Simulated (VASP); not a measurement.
Runs of VASP 6.6.1 on W. It takes space group Im-3m (No. 229, cubic). Conventional cell: a = 3.165 Å, b = 3.165 Å, c = 3.165 Å, α = 90.00°, β = 90.00°, γ = 90.00°. Around W (site symmetry m-3m) lie 8 W at 2.74 Å. 

```tsv
task	level	potentials or basis	U	cell	cutoff (eV)	smearing	gap on the mesh (eV)	pressure (GPa)	relaxed volume (Å³/atom)
single point	LDA	VASP PAW LDA potentials, release 64 (W_sv)	-	as given	520	gaussian 0.05 eV	none	(c)	-
relaxation of cell and atoms	optPBE-vdW	VASP PAW PBE potentials, release 64 (W_sv)	-	relaxed	600	fermi-dirac 0.05 eV	none	0.0	(d)
optical spectrum	r2SCAN	VASP PAW PBE potentials, release 64 (W_sv)	-	as given	520	methfessel-paxton 0.1 eV	none	3.0	-
band structure	revTPSS	VASP PAW PBE potentials, release 64 (W_sv)	-	as given	520	fermi-dirac 0.05 eV	-	-0.2	-
relaxation of cell and atoms	PBE	VASP PAW PBE potentials, release 64 (W_sv_GW)	-	relaxed	600	fermi-dirac 0.05 eV	none	-0.1	16.10
relaxation of cell and atoms	PBE+D3	VASP PAW PBE potentials, release 64 (W_sv)	-	relaxed	600	fermi-dirac 0.05 eV	none	0.0	15.79
relaxation of cell and atoms	LDA	VASP PAW LDA potentials, release 64 (W_sv)	-	relaxed	600	fermi-dirac 0.05 eV	none	0.0	15.49
relaxation of cell and atoms	revPBE	VASP PAW PBE potentials, release 64 (W_sv)	-	relaxed	600	fermi-dirac 0.05 eV	none	0.0	(a)
relaxation of cell and atoms	vdW-DF-cx	VASP PAW PBE potentials, release 64 (W_sv)	-	relaxed	600	fermi-dirac 0.05 eV	none	0.0	15.80
single point	LDA+U	VASP PAW LDA potentials, release 64 (W_sv)	W d U = 8 eV	as given	520	fermi-dirac 0.05 eV	none	18.2	-
band structure	MS2	VASP PAW PBE potentials, release 64 (W_sv)	-	as given	520	fermi-dirac 0.05 eV	-	(b)	-
```

Alike in all rows: no spin polarisation; k mesh 12 × 12 × 12.

**Question.** Fill in the values left out.

**Answer.** (a) 16.32; (b) -2.1; (c) -7.4; (d) 16.26.

Caveats: the PAW data sets were made with another functional, which shifts forces and pressure a little (some runs); pairwise dispersion overbinds metals, which lowers pressure and volume (some runs); U without spin polarisation on a metal has little footing (some runs); the U is typed as a test and isn't derived for this compound (some runs).

A k mesh can miss the band edges, and the runs leave out spin-orbit coupling on W.

A gap of «none» marks a metal or a gap under the smearing width.

Not every run made on this cell is shown here.
